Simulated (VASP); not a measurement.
**CsPbCl3 under changes of volume**

One of the cells (36.521 Å³/atom); the others are scaled copies at fixed shape and fractional positions:

```
CELL_PARAMETERS angstrom
5.67335 0.00000 0.00000
0.00000 5.67335 0.00000
0.00000 0.00000 5.67335
ATOMIC_POSITIONS crystal
Pb 0.50000 0.50000 0.50000
Cs 0.00000 0.00000 0.00000
Cl 0.50000 0.00000 0.50000
Cl 0.00000 0.50000 0.50000
Cl 0.50000 0.50000 0.00000
```

```yaml
Program: VASP 6.6.1
Functional: PBE
Dispersion: D3(BJ)
Potentials_or_basis: VASP PAW PBE potentials, release 64 (Pb_d, Cs_sv, Cl)
Cutoff: 520 eV
k_mesh: 4 × 4 × 4
Occupations: gaussian, width 0.02 eV
Spin: no spin polarisation
```

```csv
volume (Å³/atom),energy over the lowest point (meV/atom),pressure (GPa),gap on the mesh (eV)
35.061,4.90,1.1,1.92
35.791,1.20,0.5,2.01
36.521,0.00,0.0,2.09
37.252,0.99,-0.5,2.17
37.982,?,?,?
```

**Question.** What does the run at 37.982 Å³/atom give?

**Answer.** Energy over the lowest point 3.95 meV/atom; pressure -0.9 GPa; gap on the mesh 2.24 eV.

Worked out: A Birch-Murnaghan fit of order 2 (a polynomial in V^(-2/3)) to the other rows has its minimum at 36.54 Å³/atom with B0 = V·E''(V) = 24 GPa. It gives 4.02 meV/atom at 37.982 Å³/atom, against the run's 3.95, and -dE/dV = -0.9 GPa, against -0.9. A straight line through the other rows of the gap, of slope 4.11 eV per unit of ln V (its deformation potential), extrapolates to 2.25 eV, against the run's 2.24.

Energies are extrapolated to zero smearing.

Caveats: spin-orbit coupling is left out, which as a rule narrows the gap of such compounds by several tenths of an eV.

A mesh can miss the band edges.
